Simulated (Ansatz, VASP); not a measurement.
# Cr in VASP and in Ansatz

File POSCAR:

```
Cr
1.0
   -1.4149597590      1.4149597590      1.4149597590
    1.4149597590     -1.4149597590      1.4149597590
    1.4149597590      1.4149597590     -1.4149597590
Cr
1
Direct
    0.0000000000      0.0000000000      0.0000000000
```

The input INCAR.step1:

```
SYSTEM = Cr
ALGO = Normal
EDIFF = 1E-4
ENCUT = 520
GGA = PE
ISMEAR = 0
LASPH = .TRUE.
LCHARG = .FALSE.
LREAL = .FALSE.
LWAVE = .TRUE.
NBANDS = 12
NELM = 80
PREC = Accurate
SIGMA = 1.0
```

INCAR.step2

```
SYSTEM = Cr
ALGO = Normal
EDIFF = 1E-7
ENCUT = 520
ISIF = 2
ISMEAR = 0
ISTART = 1
LASPH = .TRUE.
LCHARG = .TRUE.
LELF = .TRUE.
LMIXTAU = .TRUE.
LREAL = .FALSE.
LVHAR = .TRUE.
LWAVE = .FALSE.
METAGGA = R2SCAN
NBANDS = 12
NELM = 80
PREC = Accurate
SIGMA = 1.0
```

Contents of KPOINTS:

```
k-points
0
G
  15 15 15
  0 0 0
```

Input for Ansatz:

```yaml
crystal:
  lattice:
    - [-1.414959759, 1.414959759, 1.414959759]
    - [1.414959759, -1.414959759, 1.414959759]
    - [1.414959759, 1.414959759, -1.414959759]
  atoms:
    - { symbol: Cr, position: [0.0, 0.0, 0.0] }
hamiltonian:
  xc: r2scan
  pseudopotentials:
    kind: paw
    azcp:
      Cr: "pseudopotentials/Cr.paw.azcp"
basis:
  ecutwfc: 500
  fft_grid_basis: typed
kpoints:
  mp_grid: { grid: [15, 15, 15], shift: [0, 0, 0] }
magnetization:
  spin_polarized: false
scf:
  occupations: { method: gaussian, width: 1.0 }
  lower_state_search: "off"
output:
  stress: true
  write_density: true
  write_potential: true
  elf: true
  volumetric_format: npy
```

Alike in both runs: task single point; functional r2SCAN; k mesh 15 × 15 × 15; occupations gaussian, width 1 eV; no spin polarisation.

|  | VASP | Ansatz |
| --- | --- | --- |
| version | VASP 6.6.1 | Ansatz 0.2.0 |
| potentials or method | VASP PAW PBE potentials, release 64 (Cr_pv) | plane waves (500 eV) with PAW, scalar-relativistic |
| plane-wave cutoff (eV) | 520 | 500 |
| valence electrons in the cell | 12 | 14 |

```csv
,VASP,Ansatz,Ansatz less VASP
pressure (GPa),4.1,3.4,-0.75
```

The two sets of potentials don't hold the same shells in valence.

Caveats: the PAW data sets were made with another functional, which shifts forces and pressure a little (VASP); the run has no spin polarisation, though such a crystal can be magnetic. Spin polarisation is off, so any magnetic state and its effect on volume and gap are missing.
